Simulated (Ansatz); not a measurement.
## CoO: a phonon run with finite displacements of 0.003 Å in the cell itself

These are results of Ansatz, DFT PBE+U, scalar-relativistic, plane waves, PAW, not measurements.

Launched with:
```bash
ansatz run input.yaml --threads 1 --pin off --max-ram 3072MiB --backend cpu --events-out ev --progress --plain --runs-dir out
```

Input (bare energies are in eV):
```yaml
crystal:
  lattice:
    - [-1.4988479147, 1.4988479147, 2.2653713856]
    - [1.4988479147, -1.4988479147, 2.2653713856]
    - [1.4988479147, 1.4988479147, -2.2653713856]
  atoms:
    - { symbol: Co, position: [0.0, 0.0, 0.0], spin: 2.84 }
    - { symbol: O, position: [0.5, 0.5, 0.0], spin: 0.26 }
basis:
  ecutwfc: 420
kpoints:
  mp_grid: { grid: [16, 16, 16] }
hamiltonian:
  xc: pbe
  hubbard: { sites: [{ species: Co, l: d, u_eff: 3.32 }] }
scf:
  occupations: { method: gaussian, width: 0.01 }
output:
  eigenvalues: true
  populations: true
magnetization:
  spin_polarized: true
phonons:
  method: fd
  amplitude: 0.003
  supercell: [1, 1, 1]
  dielectric: false
```

From the output:
```
--- Phonons: 4 displaced members + reference (amplitude 0.003 Å, Σ member SCF iterations 31) ---
  symmetry images taken by strict's conditions (phonons.symmetry_images: auto; settled by no image being taken that strict refuses)
  ASR residual: 1.158e-3 → 0.000e0 eV/Å²; symmetrization residual: 2.035e-4 eV/Å²
  largest component of a force at the reference: 2.1e-29 eV/Å
  ASR residual per site (eV/Å²): 1.16e-3 2.94e-4
  Γ frequencies (cm⁻¹): 0.00 0.00 0.00 137.31 301.79 301.79
  density of states and harmonic sums: on the 24×24×29 q-mesh, interpolated from the force constants of a 1×1×1 supercell (no non-analytic term)
  largest difference from the sums on the solved wave vectors: F 5.71e-1 eV, S 8.30e-4 and C_V 2.58e-4 eV/K
  zero-point energy: 0.059632 eV/cell skipped modes (ω ≤ 0): 3   left out of the sums: 2.99e-5 of the cell's modes: C_V's classical limit lies that fraction below 3 k_B per atom; for a crystal, a wire or a layer, F and S can be off by ...
--- Löwdin populations: 2 sites ---
  site symbol q [e]    m [muB]
     0     Co     15.8100     2.6949
     1      O      7.0631     0.2995
  spilling = 0.005517 (of n_electrons = 23.000000)
```

It took 2.2 min on 1 thread of Intel(R) Xeon(R) 6975P-C (Granite Rapids) (shared host), peak memory 1 GiB.

Beside the reference run (Plane waves to 420 eV; Γ-centred k mesh 16×16×16; Gaussian smearing of 0.01 eV. U_eff = 3.32 eV on Co d. Collinear spin, site moments 2.6, 0.2 μB. Phonons by linear response, acoustic sum rule imposed.), the optical modes at Γ (cm⁻¹, by rank, no LO field; i marks imaginary):
```json
{"setting": "reference run", "mode 1": "137", "mode 2": "302", "mode 3": "302"}
{"setting": "finite displacements of 0.003 Å in the cell itself", "mode 1": "137", "mode 2": "302", "mode 3": "302"}
```

The magnetic state is the one reached from the starting moments and may not be the lowest.